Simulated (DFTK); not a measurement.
# SrO under changes of volume

One of the cells (16.901 Å³/atom); the others are scaled copies at fixed shape and fractional positions:

```
CELL_PARAMETERS angstrom
0.00000 2.56630 2.56630
2.56630 0.00000 2.56630
2.56630 2.56630 0.00000
ATOMIC_POSITIONS crystal
Sr 0.50000 0.50000 0.50000
O 0.00000 0.00000 0.00000
```

| Property | Result |
| --- | --- |
| Program | DFTK 0.8.2 |
| Functional | PBEsol |
| Potentials or basis | dojo.nc.sr.pbesol.v0_4_1.standard.upf (PBEsol) |
| Cutoff | 1143 eV |
| k mesh | 9 × 9 × 9 |
| Occupations | fermi-dirac, width 0.05 eV |
| Spin | no spin polarisation |

| volume (Å³/atom) | energy over the lowest point (meV/atom) | pressure (GPa) | gap on the mesh (eV) |
| --- | --- | --- | --- |
| 15.887 | 14.72 | 5.7 | 3.22 |
| 16.225 | 5.19 | 3.3 | 3.24 |
| 16.563 | 0.45 | 1.2 | 3.25 |
| 16.901 | 0.00 | -0.8 | 3.27 |
| 17.239 | 3.38 | -2.5 | 3.28 |
| 17.577 | ? | ? | ? |
| 17.915 | 20.07 | -5.4 | 3.29 |

Question: What does the run at 17.577 Å³/atom give?

Answer: Energy over the lowest point 10.19 meV/atom; pressure -4.0 GPa; gap on the mesh 3.29 eV.

Worked out: A Birch-Murnaghan fit of order 3 (a polynomial in V^(-2/3)) to the other rows has its minimum at 16.77 Å³/atom with B0 = V·E''(V) = 94 GPa and B' = 4.5. It gives 10.19 meV/atom at 17.577 Å³/atom, against the run's 10.19, and -dE/dV = -4.0 GPa, against -4.0. A straight line through the other rows of the gap, of slope 0.595 eV per unit of ln V, gives 3.29 eV, against the run's 3.29.

Energies are extrapolated to zero smearing.

Caveats: an odd mesh through Γ misses points on the zone boundary, where band edges often lie. Spin-orbit coupling on Sr is left out.
